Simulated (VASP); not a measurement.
Set up this calculation in VASP 6.6.1, as an ASE script.

```
Task                   : single point
Functional             : RPBE
Potentials or basis    : VASP PAW PBE potentials, release 64 (As)
Cutoff                 : 500 eV
k mesh                 : 10 × 10 × 10
Occupations            : gaussian, width 0.1 eV
Spin                   : no spin polarisation
Further INCAR settings : ALGO = Normal; EDIFF = 1.00e-06; NBANDS = 8
```

The structure of As lies in POSCAR:

```
As
1.0
    2.7036817444      0.0000000000      0.0000000000
    0.0000000000      2.7036817444      0.0000000000
    0.0000000000      0.0000000000      2.7036817444
As
1
Direct
    0.5000000000      0.5000000000      0.5000000000
```

This isn't the form of As at room conditions, which is rhombohedral.

These files were run (other wordings do the same):

run.py

```python
from ase.calculators.vasp import Vasp
from ase.dft.bandgap import bandgap
from ase.io import read

atoms = read('POSCAR')
calc = Vasp(
    directory='calc',
    xc='rpbe',
    pp='PBE',
    setups='minimal',
    prec='Accurate',
    encut=500,
    ediff=1e-06,
    ismear=0,
    sigma=0.1,
    lreal=False,
    lasph=True,
    nelm=80,
    algo='Normal',
    isif=2,
    lwave=False,
    lcharg=True,
    lelf=True,
    lvhar=True,
    kpts=[10, 10, 10],
    gamma=True,
    nbands=8,
)
atoms.calc = calc

print('energy (eV):', atoms.get_potential_energy())
print('free energy (eV):', atoms.get_potential_energy(force_consistent=True))
print('forces (eV/A):')
print(atoms.get_forces())
print('stress (eV/A^3, Voigt):', atoms.get_stress())
print('Fermi level (eV):', calc.get_fermi_level())
gap, top, bottom = bandgap(calc)
print('band gap (eV):', gap, 'from (spin, k, band)', top, 'to', bottom)
```

Potentials or basis: VASP PAW PBE potentials, release 64 (As).

Run with:

```console
$ python run.py
```

Results of the run:

```json
{
 "Pressure": "4.0 GPa",
 "Band gap on the k mesh": "none (metal or under the smearing width)"
}
```

Caveat: the PAW data sets were made with another functional, which shifts forces and pressure a little.

Run time: 5.3 s on 1 thread of AMD EPYC 9R45 96-Core Processor (Zen 5), on a shared host, peak memory 0.09 GiB.
